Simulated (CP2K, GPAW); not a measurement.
A GPAW input for a self-consistent single point of InCuS₂ (I-42d, 8 atoms in the cell) (DFT PBE, plane waves, GPAW PAW datasets PBE (gpaw-data 1.0.1)):

```python
from ase import Atoms
from ase.units import GPa
from gpaw import GPAW

atoms = Atoms(['In', 'In', 'Cu', 'Cu', 'S', 'S', 'S', 'S'],
              cell=[[-2.755580, 2.755580, 5.553773],
                    [2.755580, -2.755580, 5.553773],
                    [2.755580, 2.755580, -5.553773]],
              scaled_positions=[[0.500000, 0.500000, 0.000000],
                                [0.250000, 0.750000, 0.500000],
                                [0.750000, 0.250000, 0.500000],
                                [0.000000, 0.000000, 0.000000],
                                [0.875000, 0.903800, 0.528800],
                                [0.096200, 0.625000, 0.971200],
                                [0.375000, 0.346200, 0.471200],
                                [0.653800, 0.125000, 0.028800]],
              pbc=True)

calc = GPAW(mode={'name': 'pw', 'ecut': 800},
            xc='PBE',
            kpts={'size': (4, 4, 4), 'gamma': True},
            occupations={'name': 'methfessel-paxton', 'width': 0.136, 'order': 0},
            nbands=-12,
            convergence={'density': 1e-05},
            symmetry={'symmorphic': False, 'tolerance': 0.0005},
            maxiter=120)

atoms.calc = calc

energy = atoms.get_potential_energy()
print('Energy (eV):', round(energy, 6))
forces = atoms.get_forces()
print('Forces (eV/Ang):')
print(forces.round(5))
stress = atoms.get_stress()
print('Stress (GPa, Voigt):', (stress / GPa).round(4))
```

Problem. Give the CP2K input for the same structure, mesh, smearing and functional.

Solution. One input that does it (others would too):

```
&GLOBAL
  PROJECT run
  RUN_TYPE ENERGY_FORCE
  PRINT_LEVEL LOW
&END GLOBAL
&FORCE_EVAL
  METHOD Quickstep
  STRESS_TENSOR ANALYTICAL
  &DFT
    BASIS_SET_FILE_NAME BASIS_MOLOPT
    POTENTIAL_FILE_NAME GTH_POTENTIALS
    &QS
      METHOD GPW
      EPS_DEFAULT 1E-10
    &END QS
    &MGRID
      CUTOFF 600
      REL_CUTOFF 40
      NGRIDS 5
    &END MGRID
    &SCF
      SCF_GUESS ATOMIC
      EPS_SCF 1E-7
      MAX_SCF 100
      ADDED_MOS 12
      &DIAGONALIZATION
        ALGORITHM STANDARD
      &END DIAGONALIZATION
      &MIXING
        METHOD BROYDEN_MIXING
        ALPHA 0.2
        NBUFFER 10
      &END MIXING
      &SMEAR ON
        METHOD GAUSSIAN
        SIGMA [eV] 0.136
      &END SMEAR
    &END SCF
    &KPOINTS
      SCHEME MONKHORST-PACK 4 4 4
      GAMMA_CENTERED T
    &END KPOINTS
    &XC
      &XC_FUNCTIONAL PBE
      &END XC_FUNCTIONAL
    &END XC
    &PRINT
      &MO
        EIGENVALUES T
        OCCUPATION_NUMBERS T
        NDIGITS 8
        FILENAME mo
        &EACH
          QS_SCF 0
        &END EACH
        ADD_LAST NUMERIC
      &END MO
      &MULLIKEN OFF
      &END MULLIKEN
    &END PRINT
  &END DFT
  &SUBSYS
    &CELL
      A 6.78460300 0.00000000 0.00000000
      B 2.30786600 6.38001500 0.00000000
      C -4.54623400 -3.19000800 3.89697900
      PERIODIC XYZ
    &END CELL
    &COORD
      SCALED
      In       0.50000000     0.50000000     0.00000000
      In       0.25000000     0.75000000     0.50000000
      Cu       0.75000000     0.25000000     0.50000000
      Cu       0.00000000     0.00000000     0.00000000
      S        0.87500000     0.90380000     0.52880000
      S        0.09620000     0.62500000     0.97120000
      S        0.37500000     0.34620000     0.47120000
      S        0.65380000     0.12500000     0.02880000
    &END COORD
    &KIND In
      BASIS_SET DZVP-MOLOPT-SR-GTH-q13
      POTENTIAL GTH-PBE-q13
    &END KIND
    &KIND Cu
      BASIS_SET DZVP-MOLOPT-SR-GTH-q11
      POTENTIAL GTH-PBE-q11
    &END KIND
    &KIND S
      BASIS_SET DZVP-MOLOPT-SR-GTH-q6
      POTENTIAL GTH-PBE-q6
    &END KIND
  &END SUBSYS
  &PRINT
    &FORCES ON
    &END FORCES
    &STRESS_TENSOR ON
    &END STRESS_TENSOR
  &END PRINT
&END FORCE_EVAL
```

Basis, cutoffs, solver keys and any potentials are the target program's own. This input uses DFT PBE, GPW, DZVP-MOLOPT-SR-GTH basis, GTH-PBE potentials (GTH_POTENTIALS).

The starting cell comes from a database of computed structures (which also holds hypothetical and non-ambient phases and stackings), without a prior relaxation at this level. Its lattice was rescaled by a random factor within 2.5 % of one. For this run, on top of that: lattice scaled by 0.98.
